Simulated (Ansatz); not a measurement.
**CdS**

The computed numbers are results of r²SCAN, scalar-relativistic (no spin polarisation) in the plane-wave PAW code Ansatz at 500 eV, Γ-centred 6×6×4 mesh; PAW files: Ansatz's generated set soft_2.

```xyz
4
Lattice="4.1643 0.0000 0.0000 -2.0822 3.6064 0.0000 0.0000 0.0000 6.7652" Properties=species:S:1:pos:R:3 pbc="T T T"
Cd    0.0000    2.4043    0.0272
Cd    2.0822    1.2021    3.4098
S     0.0000    2.4043    2.5774
S     2.0822    1.2021    5.9601
```

The chain of runs began from a cell as deposited in COD, expanded in volume.

Q: What is the high-frequency dielectric tensor ε∞ (density-functional perturbation theory, local fields included)?

A: 
```
5.38 0.00 0.00
0.00 5.38 0.00
0.00 0.00 5.45
```

Q: What is the static dielectric tensor, the lattice's part included?

A: 
```
8.72 0.00 0.00
0.00 8.72 0.00
0.00 0.00 9.29
```

Q: Give the Born effective charges (a third of the trace, site by site).

A: Cd 2.17; S -2.17 e.

Q: List the optical modes at the zone centre without the LO–TO term, with degeneracy and infrared intensity.

A: 
| ω (cm⁻¹) | degeneracy | IR intensity ((D/Å)²/u) |
| --- | --- | --- |
| 42 | 2 | 0.00 |
| 134 | 1 | 0.00 |
| 223 | 1 | 9.14 |
| 231 | 2 | 17.06 |
| 245 | 2 | 0.00 |
| 295 | 1 | 0.00 |

Q: Where do the optical modes lie for q → 0 along (0.00, 0.00, 1.00), with the long-range field?

A: 42 (×2), 134, 231 (×2), 245 (×2), 292, 295 cm⁻¹.

Q: Where do the optical modes lie for q → 0 along (0.00, 1.00, 0.00), with the long-range field?

A: 42 (×2), 134, 223, 231, 245 (×2), 295, 295 cm⁻¹.

Q: Sketch the imaginary part of the dielectric function for independent particles (no excitons, no local fields), averaged over directions.

A: On a grid of 0.25 eV up to 12 eV it peaks at 7.00 eV with ε2 = 8.5; the gap on the mesh is 1.63 eV, and the smallest direct one, where absorption can begin, 1.63 eV.
(ħω (eV), ε2): (0.00, 0.00), (0.50, 0.00), (1.00, 0.00), (1.50, 0.01), (2.00, 0.98), (2.50, 1.27), (3.00, 1.46), (3.50, 1.74), (4.00, 2.95), (4.50, 4.18), (5.00, 6.32), (5.50, 6.00), (6.00, 6.41), (6.50, 5.46), (7.00, 8.48), (7.50, 5.37), (8.00, 7.15), (8.50, 5.97), (9.00, 3.02), (9.50, 2.74), (10.00, 2.10), (10.50, 1.86), (11.00, 1.52), (11.50, 1.58), (12.00, 1.45)

The principal values of ε∞, 5.38, 5.45, give refractive indices of 2.32, 2.33 below the gap, so the crystal is birefringent.

The mean Born charge of Cd is 2.17 against a formal +2. It exceeds the formal charge because moving the ion changes its mixing with the anions' p states, and electrons flow along the bond.

Semilocal functionals make the gap too small and so ε∞ somewhat too large. The program warned that the mesh may be too coarse for the response to a field.

The lattice accounts for much of the static screening, and its share is larger along c than in the plane. Two things act together there: the polar mode along c is softer, at 223 against 231 cm⁻¹, and it carries more infrared intensity than either partner of the in-plane pair. The long-range field nearly removes this difference, bringing the longitudinal modes to 292 and 295 cm⁻¹, so the electrostatic force outweighs the anisotropy of the short-range bonding, as expected for a polar tetrahedral semiconductor.

The modes without infrared intensity stay put because their sublattice dipoles cancel. The pair at 42 cm⁻¹ is low because it mainly shears heavy Cd layers against each other, which bends bonds rather than stretching them.

Absorption starts weakly because the Cd s-like conduction-band minimum is strongly dispersive and offers few states; the stronger response at higher energy probably comes from flatter, more nearly parallel bands. The real zone-centre frequencies don't establish dynamical stability at other wavevectors.
